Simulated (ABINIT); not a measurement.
Runs of ABINIT 10.8.3 (patched build) on CaO. The structure is cubic, space group Fm-3m (No. 225). The conventional cell has a = 4.807 Å, b = 4.807 Å, c = 4.807 Å, α = 90.00°, β = 90.00°, γ = 90.00°. Ca (site symmetry m-3m) has 6 O at 2.40 Å as nearest neighbours. O (site symmetry m-3m) is surrounded by 6 Ca at 2.40 Å. The cell is a database's computed one.

```csv
task,level,potentials or basis,k mesh,cutoff (eV),fine-grid cutoff,mesh quality,gap on the mesh (eV),pressure (GPa),V0 of scaled cells (Å³/atom),B0 (GPa)
band structure,PBEsol,PseudoDojo NC SR PBEsol v0.4 stringent,10 × 10 × 10,1252,-,not flagged,(a),-2.9,-,-
single point,PBEsol,JTH PAW PBE v2.0,13 × 13 × 13,626,1224.51 eV,not flagged,(c),-2.8,-,-
equation of state,BP86,JTH PAW PBE v2.0,10 × 10 × 10,626,1224.51 eV,not flagged,-,-,14.03,107
single point,PBE,JTH PAW PBE v2.0,4 × 4 × 4,626,1224.51 eV,coarse,(b),1.5,-,-
equation of state,RPBE,JTH PAW PBE v2.0,10 × 10 × 10,626,1224.51 eV,not flagged,-,-,14.61,95
```

Alike in all rows: no spin polarisation; cell as given; smearing fermi-dirac 0.05 eV.

Question: Fill in the values left out.

Answer: (a) 3.56; (b) 3.64; (c) 3.58.

Caveats: some runs use coarse meshes; the PAW data sets were made with another functional, which shifts forces and pressure a little (some runs); pressures at fixed basis lie under the slope of the energies (some runs); an odd mesh through Γ misses points on the zone boundary, where band edges often lie (some runs).

Not every run made on this cell is shown here.
